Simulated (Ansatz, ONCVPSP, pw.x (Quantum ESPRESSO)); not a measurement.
## pw.x on bcc Os: one setting changed

Potential: optimised norm-conserving Vanderbilt (ONCV), ONCVPSP 4.0.1.1 (patched build), PBE; core [Kr] 4d10 4f14 5s2, reference 5p6 5d6 6s2; waves: 6s: rc 2.35 bohr, ncon 4, nbas 8, qcut 2.3 1/bohr, 3 projectors, debl 3.3 Ha; 5p: rc 1.45 bohr, ncon 4, nbas 8, qcut 7.8 1/bohr, 2 projectors, debl 3.8 Ha; 5d: rc 1.45 bohr, ncon 4, nbas 9, qcut 9.3 1/bohr, local; local part: the d channel; core correction: Teter function, fcfact 5.75, rcfact 1.3.

The reference run (k-mesh 15³, cutoffs 75/300 Ry, Fermi–Dirac 0.01 Ry, mixing_beta 0.4, conv_thr 1e-9, no spin) gives -2.82 GPa at 14.794 Å³/atom, where all-electron LAPW gives -0.02 GPa. This run, with its own iteration cap, changes k-mesh points per axis to 4.

```
&control
  calculation='scf', prefix='x', pseudo_dir='./', outdir='./tmp', tstress=.true., disk_io='none'
/
&system
  ibrav=0, nat=1, ntyp=1, ecutwfc=75, ecutrho=300, nbnd=15,
  occupations='smearing', smearing='fd', degauss=0.01
/
&electrons
  conv_thr=1e-09, mixing_beta=0.4, electron_maxstep=60
/
ATOMIC_SPECIES
Os 1.0 Os.UPF
CELL_PARAMETERS angstrom
  -1.54647133 1.54647133 1.54647133
  1.54647133 -1.54647133 1.54647133
  1.54647133 1.54647133 -1.54647133
ATOMIC_POSITIONS crystal
Os 0.0000 0.0000 0.0000
K_POINTS automatic
4 4 4 0 0 0
```

```bash
pw.x < Os.scf.in > Os.scf.out
```

**Question.** How does the run end?

**Answer.** It converges in 8 iterations; the free energy moves by -8.2 meV/atom and the pressure by +0.84 GPa.

```
Message from routine setup:
     using ibrav=0 with symmetry is DISCOURAGED, use correct ibrav instead
     lattice parameter (alat)  =       5.0618  a.u.
     unit-cell volume          =      99.8349 (a.u.)^3
     number of electrons       =        14.00
     number of Kohn-Sham states=           15
     kinetic-energy cutoff     =      75.0000  Ry
     charge density cutoff     =     300.0000  Ry
     scf convergence threshold =      1.0E-09
     Exchange-correlation= PBE
     number of k points=     8  Fermi-Dirac smearing, width (Ry)=  0.0100
     iteration #  1     ecut=    75.00 Ry     beta= 0.40
     total energy              =    -145.16580742 Ry
     estimated scf accuracy    <       0.03261618 Ry
     iteration #  2     ecut=    75.00 Ry     beta= 0.40
     total energy              =    -145.16833620 Ry
     estimated scf accuracy    <       0.00350383 Ry
     iteration #  3     ecut=    75.00 Ry     beta= 0.40
     total energy              =    -145.16841560 Ry
     estimated scf accuracy    <       0.00061823 Ry
     [... 2 iterations left out ...]
     iteration #  6     ecut=    75.00 Ry     beta= 0.40
     total energy              =    -145.16843242 Ry
     estimated scf accuracy    <       0.00000010 Ry
     iteration #  7     ecut=    75.00 Ry     beta= 0.40
     total energy              =    -145.16843244 Ry
     estimated scf accuracy    <          1.7E-09 Ry
     iteration #  8     ecut=    75.00 Ry     beta= 0.40
     the Fermi energy is    23.3380 ev
!    total energy              =    -145.16843244 Ry
     estimated scf accuracy    <          4.9E-10 Ry
     smearing contrib. (-TS)   =      -0.00972802 Ry
     The total energy is F=E-TS. E is the sum of the following terms:
     one-electron contribution =      -3.76322404 Ry
     hartree contribution      =      14.04778755 Ry
     xc contribution           =     -33.40522029 Ry
     ewald contribution        =    -122.03804764 Ry
     convergence has been achieved in   8 iterations
          total   stress  (Ry/bohr**3)                   (kbar)     P=      -19.80
     Message from routine punch:
     Nothing written, as per user request (disk_io='none')
```

The run took about 3.2 s on one core of a shared host (Neoverse-N1, 64 threads, 124 GiB, load 52).
